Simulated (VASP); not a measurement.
Runs of VASP 6.6.1 on WC. Symmetry: Fd-3m, No. 227, cubic system. The conventional cell has a = 5.774 Å, b = 5.774 Å, c = 5.774 Å, α = 90.00°, β = 90.00°, γ = 90.00°. Around W (site symmetry -43m) lie 4 W at 2.50 Å and 4 C at 2.50 Å. C (site symmetry -43m) has 4 W at 2.50 Å and 4 C at 2.50 Å as nearest neighbours. The cell was built by a generator and needn't be a form met in nature.

```tsv
share of exact exchange	gap on the mesh (eV)	pressure (GPa)
0.2	none	-5.5
0.15	none	-4.0
0.05	none	-0.8
0.1	none	(a)
```

Alike in all rows: task single point; level PBE0(alpha); potentials or basis VASP PAW PBE potentials, release 64 (W_sv, C); no spin polarisation; cell as given; k mesh 4 × 4 × 4; cutoff (eV) 520; smearing fermi-dirac 0.05 eV; the mesh is coarse, so values aren't converged.

Q: Estimate the missing entries.

A: (a) -2.4.

Caveats: all runs use coarse meshes; the PAW data sets were made with another functional, which shifts forces and pressure a little.

A k mesh can miss the band edges, and the runs leave out spin-orbit coupling on W.

A gap of «none» marks a metal or a gap under the smearing width.
